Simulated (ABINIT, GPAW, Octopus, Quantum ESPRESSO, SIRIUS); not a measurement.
**The band gap of PbSe, sorted by core time**

**What was measured.** The band gap of PbSe (Clausthalite) (Fm-3m) is reported as 0.28 eV at 300 K (a printed reference work). The runs below try to reproduce it.

The structure is cubic, space group Fm-3m (No. 225). Conventional cell: a = 6.121 Å, b = 6.121 Å, c = 6.121 Å, α = 90.00°, β = 90.00°, γ = 90.00°. Pb (site symmetry m-3m) has 6 Se at 3.06 Å as nearest neighbours. Around Se (site symmetry m-3m) lie 6 Pb at 3.06 Å.

| rung | level | program and potentials | cutoff (eV) | k mesh | smearing | core time | chip | band gap (eV) | miss (eV) | notes |
| --- | --- | --- | --- | --- | --- | --- | --- | --- | --- | --- |
| GGA | PBE | Quantum ESPRESSO, SG15 PBE 1.2 | 952 | 4 × 4 × 4 | fermi-dirac 0.05 | 8.4 s | INTEL XEON PLATINUM 8581C Emerald Rapids | 0.28 | +0.00 | coarse mesh; 10 valence electrons an atom on average |
| GGA | PBE | ABINIT, SG15 NC PBE v1.2 | 490 | 6 × 6 × 6 | fixed | 14 s | Arm Neoverse V2 | 0.28 | +0.00 | 10 valence electrons an atom on average |
| GGA | PBEsol | Quantum ESPRESSO, GBRV 1.5 PBEsol | 612 | 8 × 8 × 8 | fermi-dirac 0.05 | 32 s | Intel Xeon Platinum 8375C Ice Lake | 0.21 | -0.07 | 10 valence electrons an atom on average |
| GGA | PBEsol | SIRIUS, PseudoDojo 0.4.1 PBEsol standard (scalar relativistic) | 1177 | 8 × 8 × 8 | fermi-dirac 0.05 | 43 s | AMD EPYC 9R45 Zen 5 | 0.21 | -0.07 | 15 valence electrons an atom on average |
| GGA | PBEsol | SIRIUS, PseudoDojo 0.4.1 PBE standard (scalar relativistic) | 1177 | 6 × 6 × 6 | fermi-dirac 0.05 | 55 s | Arm Neoverse V1 | 0.21 | -0.07 | potentials made for PBE; 15 valence electrons an atom on average |
| model potential | TB-mBJ | GPAW, GPAW PAW data sets for LDA (gpaw-data 1.2.1) | 600 | 8 × 8 × 8 | fermi-dirac 0.05 | 59 s | AMD EPYC 7R43 Zen 3 | 0.78 | +0.50 | potentials made for LDA; 10 valence electrons an atom on average |
| GGA | PBEsol | Octopus, pseudodojo_pbesol (PseudoDojo 0.4, PBEsol) | - | 8 × 8 × 8 | fermi-dirac 0.05 | 8.8 min | Arm Neoverse V1 | 0.21 | -0.07 | 15 valence electrons an atom on average |

Times are single runs on shared hosts and different chips, so they are rough; meshes, cutoffs and the tasks' sizes weigh on the time. Task: single point. All rows: no spin polarisation. Gaps are the least found on the k mesh or the band path, and a mesh can miss the band edges. Smearing widths are in eV. The cell comes from a database and isn't always the measured one. Meshes differ between rows, which moves values too. All levels ran on this one cell, unrelaxed unless noted. Meshes are those of the run's cell of 2 atoms unless a note names another. Misses use the values as printed. Runs on faulty files, with rough fits or with known faults for this quantity aren't shown. No row holds spin-orbit coupling.

By rung: GGA 0.21 to 0.28; model potential 0.78; GGA on coarse meshes 0.28 (eV). Measured: 0.28 eV at 300 K (a printed reference work). Closest, coarse meshes and atomic bases left aside, is PBE with ABINIT, SG15 NC PBE v1.2 (+0.00 eV). The runs are for a static lattice, while measurements hold temperature and zero-point motion; rows without SOC leave out spin-orbit coupling, which moves the band edges where heavy atoms are present.
